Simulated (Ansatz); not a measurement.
Here is an Ansatz 0.2.0 calculation.

File input.yaml:

```yaml
crystal:
  lattice:
    - [0.0, 2.77, 2.77]
    - [2.77, 0.0, 2.77]
    - [2.77, 2.77, 0.0]
  atoms:
    - { symbol: Te, position: [0.75, 0.75, 0.75] }
    - { symbol: Be, position: [0.0, 0.0, 0.0] }
hamiltonian:
  xc: hse06
  pseudopotentials: { kind: paw }
kpoints:
  mp_grid: { grid: [4, 4, 4] }
  band_path:
    path:
      - [[0.0, 0.0, 0.0], [0.5, 0.0, 0.5], [0.5, 0.25, 0.75], [0.375, 0.375, 0.75], [0.0, 0.0, 0.0], [0.5, 0.5, 0.5], [0.625, 0.25, 0.625], [0.5, 0.25, 0.75], [0.5, 0.5, 0.5], [0.375, 0.375, 0.75]]
      - [[0.625, 0.25, 0.625], [0.5, 0.0, 0.5]]
    npoints: 4
scf:
  occupations: { method: fermi_dirac, width: 0.05 }
  n_extra_bands: 6
output:
  forces: true
  stress: true
  eigenvalues: true
  fatbands: false
  write_density: true
  write_potential: true
  elf: true
  volumetric_format: npy
```

Potentials or basis: Ansatz PAW.

Launch:

```bash
$ ansatz run input.yaml --threads 2 --pin off --max-ram 5632MiB --backend cpu --events-out ev --progress --plain --runs-dir out
```

Task: What does it give for the band gap along the path?

Result: 2.55 eV, indirect (least direct gap 4.43 eV).

Task: Estimate the band gap on the k mesh.

Result: 2.55 eV, indirect (least direct gap 4.43 eV).

Levels at the corners of the path, in eV from the valence-band top:
| point | band 5 | band 6 | band 7 | band 8 | band 9 | band 10 | band 11 | band 12 | band 13 | band 14 |
| --- | --- | --- | --- | --- | --- | --- | --- | --- | --- | --- |
| Γ | -38.61 | -13.84 | 0.00 | 0.00 | 0.00 | 4.43 | 4.43 | 4.43 | 5.21 | 9.42 |
| X | -38.60 | -11.55 | -5.93 | -3.08 | -3.08 | 2.55 | 3.31 | 11.45 | 11.45 | 13.23 |
| W | -38.61 | -11.50 | -5.30 | -4.29 | -3.71 | 6.12 | 6.44 | 6.75 | 7.43 | 12.63 |
| K | -38.61 | -11.58 | -5.51 | -4.50 | -2.59 | 3.37 | 6.23 | 9.29 | 9.69 | 10.52 |
| Γ | -38.61 | -13.84 | 0.00 | 0.00 | 0.00 | 4.43 | 4.43 | 4.43 | 5.21 | 9.42 |
| L | -38.61 | -12.17 | -6.44 | -1.31 | -1.31 | 4.07 | 5.46 | 5.46 | 8.80 | 12.40 |
| U | -38.61 | -11.58 | -5.51 | -4.50 | -2.59 | 3.37 | 6.23 | 9.29 | 9.69 | 10.52 |
| W | -38.61 | -11.50 | -5.30 | -4.29 | -3.71 | 6.12 | 6.44 | 6.75 | 7.43 | 12.63 |
| L | -38.61 | -12.17 | -6.44 | -1.31 | -1.31 | 4.07 | 5.46 | 5.46 | 8.80 | 12.40 |
| K | -38.61 | -11.58 | -5.51 | -4.50 | -2.59 | 3.37 | 6.23 | 9.29 | 9.69 | 10.52 |
| U | -38.61 | -11.58 | -5.51 | -4.50 | -2.59 | 3.37 | 6.23 | 9.29 | 9.69 | 10.52 |
| X | -38.60 | -11.55 | -5.93 | -3.08 | -3.08 | 2.55 | 3.31 | 11.45 | 11.45 | 13.23 |

Caveat: the k mesh is coarse (spacing up to 0.49 Å⁻¹), so the values aren't converged, least of all with exact exchange; spin-orbit coupling is left out, which moves the levels of the heavy elements.
